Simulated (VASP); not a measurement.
Set up this calculation in VASP 6.6.1, as the native input.

* Task: relaxation of cell and atoms
* Functional: PBEsol
* Potentials or basis: VASP PAW PBE potentials, release 64 (Ge_d)
* Cutoff: 600 eV
* k mesh: 4 × 4 × 4
* Occupations: gaussian, width 0.02 eV
* Spin: no spin polarisation
* Ladder: gaps
* Further INCAR settings: ALGO = Normal; EDIFF = 1e-06; IBRION = 2; EDIFFG = -0.005; NSW = 60; ISIF = 3

The structure of Ge lies in POSCAR:

```
Ge
1.0
    5.9300000000      0.0000000000      0.0000000000
    0.0000000000      5.9300000000      0.0000000000
    0.0000000000      0.0000000000      6.9800000000
Ge
12
Direct
    0.3750000000      0.1667000000      0.7500000000
    0.3333000000      0.8750000000      0.5000000000
    0.6250000000      0.8333000000      0.2500000000
    0.6667000000      0.1250000000      0.0000000000
    0.8750000000      0.3333000000      0.5000000000
    0.8333000000      0.6250000000      0.7500000000
    0.1250000000      0.6667000000      0.0000000000
    0.1667000000      0.3750000000      0.2500000000
    0.5750000000      0.4250000000      0.2500000000
    0.9250000000      0.9250000000      0.5000000000
    0.4250000000      0.5750000000      0.7500000000
    0.0750000000      0.0750000000      0.0000000000
```

This isn't the form of Ge at room conditions, which is diamond.

These files were run (other wordings do the same):

INCAR

```
PREC = Accurate ; ENCUT = 600
EDIFF = 1E-6 ; ISMEAR = 0
SIGMA = 0.02 ; LREAL = F
LASPH = T ; NELM = 80
ALGO = Normal ; ISIF = 3
LWAVE = F ; LCHARG = F
GGA = PS ; IBRION = 2
NSW = 60 ; EDIFFG = -0.005
KPAR = 4
```

KPOINTS

```
regular mesh
0
Gamma
  4 4 4
```

Potentials or basis: VASP PAW PBE potentials, release 64 (Ge_d).

Run with:

```sh
$ cat potpaw_PBE.64/Ge_d/POTCAR > POTCAR
$ mpirun -np 4 vasp_std > vasp.out
```

It gave:

The energy gained by relaxing is 17.7 meV/atom. The ionic steps are 45 and the pressure after relaxing is 0.0 GPa. The band gap on the k mesh is 0.82 eV, indirect (least direct gap 1.22 eV).

Caveat: the PAW data sets were made with another functional, which shifts forces and pressure a little.

It took 28 min on 4 MPI ranks on Intel(R) Xeon(R) 6975P-C (Granite Rapids), with other jobs on the host, peak memory 0.59 GiB a rank.
